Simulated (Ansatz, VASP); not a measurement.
One calculation of K, two programs

File INCAR:

```
SYSTEM = K
PREC = Accurate
ENCUT = 600
EDIFF = 1E-6
ISMEAR = -1
SIGMA = 0.15
LREAL = .FALSE.
LASPH = .TRUE.
NELM = 60
ALGO = Normal
ISIF = 3
LWAVE = .FALSE.
LCHARG = .FALSE.
GGA = PS
IBRION = 2
NSW = 80
EDIFFG = -0.001
```

Contents of KPOINTS:

```
regular mesh
0
G
  12 12 12
  0 0 0
```

File POSCAR:

```
K
1.0
   -2.6125000000      2.6125000000      2.6125000000
    2.6125000000     -2.6125000000      2.6125000000
    2.6125000000      2.6125000000     -2.6125000000
K
1
Direct
    0.0000000000      0.0000000000      0.0000000000
```

Input for Ansatz:

```yaml
crystal:
  lattice:
    - [-2.6125, 2.6125, 2.6125]
    - [2.6125, -2.6125, 2.6125]
    - [2.6125, 2.6125, -2.6125]
  atoms:
    - { symbol: K, position: [0.0, 0.0, 0.0] }
basis:
  ecutwfc: 420
kpoints:
  mp_grid: { grid: [12, 12, 12] }
hamiltonian:
  xc: pbesol
scf:
  occupations: { method: fermi_dirac, width: 0.15 }
output:
  forces: true
  stress: true
  eigenvalues: true
relax:
  adjacent_minimum: "off"
  f_tol: 0.001
  max_steps: 60
  cell: { stress_tol: 0.01 }
```

Alike in both runs: task relaxation of cell and atoms; functional PBEsol; k mesh 12 × 12 × 12; occupations fermi-dirac, width 0.15 eV; no spin polarisation.

```csv
,VASP,Ansatz
version,VASP 6.6.1,Ansatz 0.2.0
potentials or method,"VASP PAW PBE potentials, release 64 (K_sv)","scalar-relativistic, plane waves, PAW"
plane-wave cutoff (eV),600,420
valence electrons in the cell,9,9
```

VASP gave:

| Property | Result |
| --- | --- |
| gap on the k mesh at the Fermi level, each at its own relaxed structure (eV) | none |
| relaxed volume (Å³/atom) | 71.41 |
| relaxed cell length with the largest relative difference (Å) | 4.527 |

What did Ansatz give for the same quantities?

gap on the k mesh at the Fermi level, each at its own relaxed structure (eV): none; relaxed volume (Å³/atom): 71.32; relaxed cell length with the largest relative difference (Å): 4.525.

A gap of «none» marks a metal or a gap that the smearing closes.

Caveats: the PAW data sets were made with another functional, which shifts forces and pressure a little (VASP).
